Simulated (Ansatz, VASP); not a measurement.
## PbS (Galena): VASP beside Ansatz

```
CELL_PARAMETERS angstrom
0.00000 2.96575 2.96575
2.96575 0.00000 2.96575
2.96575 2.96575 0.00000
ATOMIC_POSITIONS crystal
Pb 0.00000 0.00000 0.00000
S 0.50000 0.50000 0.50000
```

Alike in both runs: task single point; functional PBE; k mesh 8 × 8 × 8; occupations gaussian, width 0.011 eV; no spin polarisation.

```csv
,VASP,Ansatz
version,VASP 6.6.1,Ansatz 0.2.0
potentials or method,"VASP PAW PBE potentials, release 64 (Pb_d, S)",Ansatz PAW
plane-wave cutoff (eV),520,420
valence electrons in the cell,20,20
```

VASP gave:

* gap on the k mesh at the Fermi level (eV): 0.36
* least direct gap on the mesh (eV): 0.36
* pressure (GPa): 2.1

What did Ansatz give for the same quantities?

gap on the k mesh at the Fermi level (eV): 0.36; least direct gap on the mesh (eV): 0.36; pressure (GPa): 2.2.

With one functional, cell and mesh, what is left measures potentials, basis and numerics.

Caveats: spin-orbit coupling is left out, which as a rule narrows the gap of such compounds by several tenths of an eV. A k mesh can miss the band edges.
